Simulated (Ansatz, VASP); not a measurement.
## CaO: VASP beside Ansatz

INCAR

```
SYSTEM = CaO
ALGO = Normal
EDIFF = 1E-6
ENCUT = 520
GGA = CA
ISIF = 2
ISMEAR = 0
LASPH = .True.
LCHARG = .False.
LREAL = .False.
LWAVE = .False.
NBANDS = 15
NELM = 60
PREC = Accurate
SIGMA = 0.01
```

KPOINTS

```
k-points
0
Gamma
  8 8 8
  0 0 0
```

Contents of POSCAR:

```
CaO
1.0
    0.0000000000      2.3657195599      2.3657195599
    2.3657195599      0.0000000000      2.3657195599
    2.3657195599      2.3657195599      0.0000000000
Ca O
1 1
Direct
    0.0000000000      0.0000000000      0.0000000000
    0.5000000000      0.5000000000      0.5000000000
```

Input for Ansatz:

```yaml
crystal:
  lattice:
    - [0.0, 2.36571955993, 2.36571955993]
    - [2.36571955993, 0.0, 2.36571955993]
    - [2.36571955993, 2.36571955993, 0.0]
  atoms:
    - { symbol: Ca, position: [0.0, 0.0, 0.0] }
    - { symbol: O, position: [0.5, 0.5, 0.5] }
kpoints:
  mp_grid: { grid: [8, 8, 8] }
scf:
  occupations: { method: fixed }
  convergence: { dr2_threshold: 1.0e-10 }
hamiltonian:
  xc: lda
  pseudopotentials: { kind: all_electron, lapw: { basis_error: 0.0005 } }
output:
  forces: true
  stress: true
  eigenstates:
    kpoints:
      - [0.0, 0.0, 0.0]
      - [0.0, -0.5, -0.5]
      - [-0.5, 0.0, -0.5]
      - [-0.5, -0.5, 0.0]
      - [-0.5, 0.0, 0.0]
      - [0.0, -0.5, 0.0]
      - [0.0, 0.0, -0.5]
      - [-0.5, -0.5, -0.5]
  eigenvalues: true
```

Alike in both runs: task single point; functional LDA; k mesh 8 × 8 × 8; no spin polarisation.

|  | VASP | Ansatz |
| --- | --- | --- |
| version | VASP 6.6.1 | Ansatz 0.2.0 |
| potentials or method | VASP PAW LDA potentials, release 64 (Ca_sv, O) | all-electron LAPW, scalar-relativistic |
| plane-wave cutoff (eV) | 520 | see its input |
| occupations | gaussian, width 0.01 eV | fixed |

|  | VASP | Ansatz | Ansatz less VASP |
| --- | --- | --- | --- |
| gap on the k mesh at the Fermi level (eV) | 3.43 | 3.46 | +0.025 |
| pressure (GPa) | -0.9 | -1.8 | -0.92 |

Ansatz ran all-electron here, so the differences hold the error of VASP's frozen core and of both bases.

A k mesh can miss the band edges. LDA gaps usually lie below the measured ones, often by a third to a half.
